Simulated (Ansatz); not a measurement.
Runs of Ansatz 0.2.0 on InP. It takes space group Fm-3m (No. 225, cubic). The conventional cell has a = 5.538 Å, b = 5.538 Å, c = 5.538 Å, α = 90.00°, β = 90.00°, γ = 90.00°. In (site symmetry m-3m) has 6 P at 2.77 Å as nearest neighbours. P (site symmetry m-3m) has 6 In at 2.77 Å as nearest neighbours. Measurements of this composition are mostly on another form, of space group No. 216.

```tsv
task	level	spin	cell	k mesh	points for each segment of the path	atoms under strain	gap on the mesh (eV)	pressure (GPa)	relaxed volume (Å³/atom)
band structure	PBEsol	off	as given	8 × 8 × 8	14	-	none	-3.4	-
relaxation of cell and atoms	LDA	off	relaxed	8 × 8 × 8	-	-	none	0.0	(a)
band structure	LDA	SOC, no magnetisation	as given	6 × 6 × 6	14	-	none	-5.1	-
phonons	PBEsol	off	as given	6 × 6 × 6	-	-	none	-	-
relaxation of cell and atoms	PBEsol	off	relaxed	8 × 8 × 8	-	-	none	0.0	(b)
elastic constants	PBEsol	off	as given	6 × 6 × 6	-	relaxed	none	-3.1	-
```

Alike in all rows: potentials or basis Ansatz PAW; cutoff (eV) 420; smearing fermi-dirac 0.05 eV.

**Question.** Fill in the values left out.

**Answer.** (a) 19.85; (b) 20.31.

Caveats: the PAW data sets come from PBE, with cores solved anew for the run's functional, which leaves a small shift of forces and pressure; the plane-wave basis is chosen anew once the cell has moved, so the energies of steps on either side of that aren't comparable (some runs); spin-orbit coupling is left out, which moves the levels of the heavy elements (some runs); the cell is more than 3 GPa from zero pressure, which shifts response properties (some runs); elastic constants of metals need much finer meshes, so these are rough (some runs).

A k mesh can miss the band edges, and rows without SOC leave out spin-orbit coupling on In.

A gap of «none» marks a metal or a gap under the smearing width.
